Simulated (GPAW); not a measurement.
Al3Cu2:

```
CELL_PARAMETERS angstrom
4.09195 0.00000 0.00000
-2.04598 3.54373 0.00000
0.00000 0.00000 4.99278
ATOMIC_POSITIONS crystal
Cu 0.66667 0.33333 0.16049
Cu 0.33333 0.66667 0.83951
Al 0.66667 0.33333 0.65007
Al 0.33333 0.66667 0.34993
Al 0.00000 0.00000 0.00000
```

The cell comes from a database or a generator and needn't be the stable form of this composition.

| Quantity | Value |
| --- | --- |
| Program | GPAW 26.7.0 |
| Task | single point |
| Functional | PBEsol |
| Potentials or basis | PAW data sets generated in the run's folder for this functional |
| Cutoff | 600 eV |
| Basis | pw |
| k mesh | 8 × 8 × 6 |
| Occupations | fermi-dirac, width 0.05 eV |
| Spin | no spin polarisation |

On this cell: pressure 0.9 GPa; largest force 0.061 eV/Å; band gap on the k mesh none (metal or under the smearing width).

The same run follows on a disturbed copy (atoms moved at random, drawn with an rms of 0.05 Å):

```
Cu Al
1.0
     4.09195    0.00000    0.00000
    -2.04598    3.54373    0.00000
     0.00000    0.00000    4.99278
Cu Al
2 3
Cartesian
  2.0618 1.1759 0.8372
  -0.0129 2.3514 4.1992
  2.0399 1.1443 3.2696
  0.0432 2.3506 1.7494
  0.0641 0.0175 -0.0010
```

Problem. What does the disturbed cell give?

Solution. The energy (extrapolated to zero smearing) moves by +6.0 meV/atom; pressure 1.2 GPa; largest force 0.590 eV/Å; band gap on the k mesh none (metal or under the smearing width).

Forces in eV/Å, atoms in the order of the input:
```
Cu   0.268  0.078 -0.168
Cu   0.251  0.003  0.027
Al   0.124  0.155 -0.090
Al  -0.113  0.013  0.156
Al  -0.530 -0.249  0.075
```

Stress tensor (GPa, compression positive):
```
 1.03 -0.49 -0.04
-0.49  1.43 -0.01
-0.04 -0.01  1.09
```

Caveats: with this Cu data set, volumes or pressures lay over 1.5 % or 2 GPa off other programs in two to four cells of ten.
